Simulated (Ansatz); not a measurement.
**PbTe: the cell at several levels of theory**

The task here is to estimate one member of a computed series from the others.

The runs shown are made with Ansatz 0.2.0. PAW datasets, plane waves, zero pressure. Simulation only: spin-unpolarised, and no claim that this is the phase found in nature.

## The structure to begin with

This is the cell as the run starts from it, not yet at rest; its lengths are not the crystal's.

It is hexagonal, P6_3/mmc (No. 194); a = 4.879 Å, c = 6.098 Å in the conventional setting, 31.43 Å³ an atom. Near Pb stand 5 Te at 2.82–3.05 Å; near Te stand 5 Pb at 2.82–3.05 Å.

Structure file:

```cif
data_structure
_symmetry_space_group_name_H-M 'P6_3/mmc'
_symmetry_Int_Tables_number 194
_cell_length_a 4.8788
_cell_length_b 4.8788
_cell_length_c 6.0981
_cell_angle_alpha 90.000
_cell_angle_beta 90.000
_cell_angle_gamma 120.000
_cell_volume 125.70
loop_
_atom_site_label
_atom_site_type_symbol
_atom_site_symmetry_multiplicity
_atom_site_Wyckoff_symbol
_atom_site_fract_x
_atom_site_fract_y
_atom_site_fract_z
_atom_site_occupancy
Pb1 Pb 2 c 0.33333 0.66667 0.25000 1
Te1 Te 2 d 0.66667 0.33333 0.25000 1
```

The first run:

Contents of input.yaml:

```yaml
crystal:
  lattice:
    - [4.878775988, 0.0, 0.0]
    - [-2.439387994, 4.225143945, 0.0]
    - [0.0, 0.0, 6.0981459]
  atoms:
    - { symbol: Pb, position: [0.3333333333, 0.6666666667, 0.25] }
    - { symbol: Pb, position: [0.6666666667, 0.3333333333, 0.75] }
    - { symbol: Te, position: [0.6666666667, 0.3333333333, 0.25] }
    - { symbol: Te, position: [0.3333333333, 0.6666666667, 0.75] }
kpoints:
  mp_grid: { grid: [6, 6, 4] }
hamiltonian:
  xc: pbe
scf:
  occupations: { method: fermi_dirac, width: 0.02 }
relax:
  f_tol: 0.005
  cell: {}
```

Among the steps run: Relaxation with PBE; Relaxation with r2SCAN; PBEsol: cell and atoms; Relaxing with LDA; Relaxing with HSE06.

One of the session's tables, all rows but one given; the rest of the session is left out.

```
 level  a (Å)  c (Å)  volume (Å³/atom)
   PBE  5.528  6.618            43.781
r2SCAN  5.498  6.575            43.038
PBEsol  5.434  6.494            41.525
   LDA      ?      ?                 ?
 HSE06  5.443  6.787            43.539
```

Estimate the missing values for LDA.

The run gave: a (Å): 5.374; c (Å): 6.426; volume (Å³/atom): 40.185. In the column «a (Å)» it is the lowest.

What this shows: From the start to the first minimum the volume moved by +39.3 %. LDA gives the smallest cell and PBE the largest; they differ by 8.9 % in volume, a mean of 2.9 % in length. The meshes differ: PBE 6×6×4, r2SCAN 6×6×4, PBEsol 6×6×4, LDA 6×6×4, HSE06 6×6×2.
